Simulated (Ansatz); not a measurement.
The elements of this relaxed trial crystal are hidden behind letters.

```
lattice vectors (Å)
  -2.1243    2.1243    3.0053
   2.1243   -2.1243    3.0053
   2.1243    2.1243   -3.0053
fractional positions
X 0.5018 0.5018 0.0000
Z 0.9988 0.9988 0.0000
```

The calculation used DFT PBE, scalar-relativistic, plane waves, PAW (Ansatz). Cutoff 420 eV, Γ-centred 12×12×12 mesh (2-atom cell), Gaussian smearing of 0.02 eV, no spin polarisation.

| Quantity | Value |
| --- | --- |
| Space group | I4mm (No. 107) |
| Conventional cell | a = 4.249 Å, c = 6.011 Å |
| Volume per atom | 27.12 Å³ |
| Density | 7.32 g/cm³ |
| Energy over the elements | −0.550 eV/atom |
| Gap on the 12×12×12 mesh of the 2-atom cell | 0.50 eV |

Energies are uncorrected and count from the elements' standard states at the same level.

Task: X is a p-block element of period 6 and Z is a p-block element of period 3. Which elements are they?

Result: X = Pb, Z = S, so the formula is PbS. Density times volume gives a mean mass of 7.32 × 27.12/1.6605 = 119.6 u per atom, and this set has 119.6 u. Pb has 6 S at 2.99–3.02 Å; S is surrounded by 6 Pb at 2.99–3.02 Å. Other sets within the hints have nearly the same mass, so mass alone doesn't settle it; this one was computed.

Spin–orbit coupling, which can matter for Pb, is left out. Kohn–Sham gaps at this level usually fall short of measured ones. The missing spin–orbit coupling can work the other way here. This cell was reached by moving the atoms of another relaxed cell at random and relaxing again, last within the group found; it had no such test of its own.
